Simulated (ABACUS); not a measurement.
**BeTe under changes of volume**

One of the cells (21.254 Å³/atom); the others are scaled copies at fixed shape and fractional positions:

```xyz
2
Lattice="0.0000 2.7700 2.7700 2.7700 0.0000 2.7700 2.7700 2.7700 0.0000" Properties=species:S:1:pos:R:3 pbc="T T T"
Te    4.1550    4.1550    4.1550
Be    0.0000    0.0000    0.0000
```

| Item | Value |
| --- | --- |
| Program | ABACUS 3.10.1 |
| Functional | PBE |
| Potentials or basis | PseudoDojo NC SR 0.4.1 PBE standard |
| Cutoff | 1211 eV |
| Density cutoff | 4844 eV |
| Basis | plane waves |
| k mesh | 8 × 8 × 8 |
| Occupations | fermi-dirac, width 0.05 eV |
| Spin | no spin polarisation |

```csv
volume (Å³/atom),energy over the lowest point (meV/atom),pressure (GPa),gap on the mesh (eV)
19.979,74.57,9.6,1.70
20.404,51.59,7.7,1.76
20.829,33.37,6.0,1.81
21.254,19.48,4.5,1.87
21.679,9.52,3.0,1.92
22.104,?,?,?
22.529,0.00,0.6,2.01
```

What does the run at 22.104 Å³/atom give?

Energy over the lowest point 3.13 meV/atom; pressure 1.8 GPa; gap on the mesh 1.96 eV.

Worked out: A Birch-Murnaghan fit of order 3 (a polynomial in V^(-2/3)) to the other rows has its minimum at 22.77 Å³/atom, just outside them, with B0 = V·E''(V) = 57 GPa and B' = 4.0. It gives 3.13 meV/atom at 22.104 Å³/atom, against the run's 3.13, and -dE/dV = 1.8 GPa, against 1.8. A straight line through the other rows of the gap, of slope 2.59 eV per unit of ln V, gives 1.97 eV, against the run's 1.96.

Energies are extrapolated to zero smearing.

Caveats: spin-orbit coupling is left out, which moves the levels of the heavy elements.

A mesh can miss the band edges.
